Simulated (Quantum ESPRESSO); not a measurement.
A calculation with Quantum ESPRESSO 7.5 of Al2Cu (ASE script, structure from a P1 CIF):

run.py

```python
import numpy as np
from ase.calculators.espresso import Espresso, EspressoProfile
from ase.io import read

atoms = read('Al2Cu.cif')

input_data = {
    'control': {'calculation': 'scf', 'prefix': 'pwscf', 'outdir': './tmp', 'tprnfor': True, 'tstress': True, 'disk_io': 'nowf'},
    'system': {'ecutwfc': 55.0, 'ecutrho': 440.0, 'nbnd': 15, 'occupations': 'smearing', 'smearing': 'fd', 'degauss': 0.00367493},
    'electrons': {'conv_thr': 6e-10, 'electron_maxstep': 120, 'mixing_beta': 0.5},
}
pseudopotentials = {'Al': 'Al.pbe-n-kjpaw_psl.1.0.0.UPF', 'Cu': 'Cu.paw.z_11.ld1.psl.v1.0.0-low.upf'}
profile = EspressoProfile(command='pw.x', pseudo_dir='pseudo')
dft = Espresso(profile=profile, input_data=input_data, pseudopotentials=pseudopotentials, kpts=(7, 7, 9), koffset=(0, 0, 0))
atoms.calc = dft

print(f'energy {atoms.get_potential_energy():.8f} eV')
print('forces (eV/A)')
print(np.round(atoms.get_forces(), 6))
print('stress (eV/A^3, Voigt)')
print(np.round(atoms.get_stress(), 8))
print(f'Fermi level {dft.get_fermi_level():.4f} eV')
```

File Al2Cu.cif:

```cif
data_Al2Cu
_cell_length_a 4.10518200
_cell_length_b 4.10518200
_cell_length_c 2.89131300
_cell_angle_alpha 90.00000000
_cell_angle_beta 90.00000000
_cell_angle_gamma 90.00000000
_space_group_name_H-M_alt 'P1'
_space_group_name_Hall 'P 1'
_space_group_IT_number 1
loop_
_space_group_symop_operation_xyz
'x,y,z'
loop_
_atom_site_label
_atom_site_type_symbol
_atom_site_symmetry_multiplicity
_atom_site_Wyckoff_symbol
_atom_site_fract_x
_atom_site_fract_y
_atom_site_fract_z
_atom_site_occupancy
Cu1 Cu 1 a 0.0000000000 0.0000000000 0.0000000000 1
Al1 Al 1 a 0.0000000000 0.5000000000 0.5000000000 1
Al2 Al 1 a 0.5000000000 0.0000000000 0.5000000000 1
```

Potentials or basis: SSSP 1.3 efficiency PBE.

Command:

```bash
$ OMP_NUM_THREADS=1 python run.py
```

The cell comes from a database or a generator and needn't be the stable form of this composition.

Write the same calculation in another form: native input, structure typed inline.

As run:

File pw.in:

```
&CONTROL
  calculation = 'scf'
  prefix = 'pwscf'
  outdir = './tmp'
  pseudo_dir = './pseudo'
  tprnfor = .true.
  tstress = .true.
  disk_io = 'nowf'
/
&SYSTEM
  ibrav = 0
  nat = 3
  ntyp = 2
  ecutwfc = 55
  ecutrho = 440
  nbnd = 15
  occupations = 'smearing'
  smearing = 'fd'
  degauss = 0.00367493
/
&ELECTRONS
  conv_thr = 6d-10
  electron_maxstep = 120
  mixing_beta = 0.5
/
ATOMIC_SPECIES
Cu    63.5460 Cu.paw.z_11.ld1.psl.v1.0.0-low.upf
Al    26.9815 Al.pbe-n-kjpaw_psl.1.0.0.UPF
CELL_PARAMETERS angstrom
   4.1051820000    0.0000000000    0.0000000000
   0.0000000000    4.1051820000    0.0000000000
   0.0000000000    0.0000000000    2.8913130000
ATOMIC_POSITIONS crystal
Cu     0.0000000000    0.0000000000    0.0000000000
Al     0.0000000000    0.5000000000    0.5000000000
Al     0.5000000000    0.0000000000    0.5000000000
K_POINTS automatic
7 7 9 0 0 0
```

Potentials or basis: SSSP 1.3 efficiency PBE.

The run is started by

```bash
$ OMP_NUM_THREADS=1 pw.x -in pw.in > pw.out
```

Both were run:

|  | ASE script, structure from a P1 CIF | native input, structure typed inline |
| --- | --- | --- |
| Pressure | 0.4 GPa | 0.4 GPa |
| Band gap on the k mesh | none (metal or under the smearing width) | none (metal or under the smearing width) |

Keys that steer only the numerical path or the files written may differ.
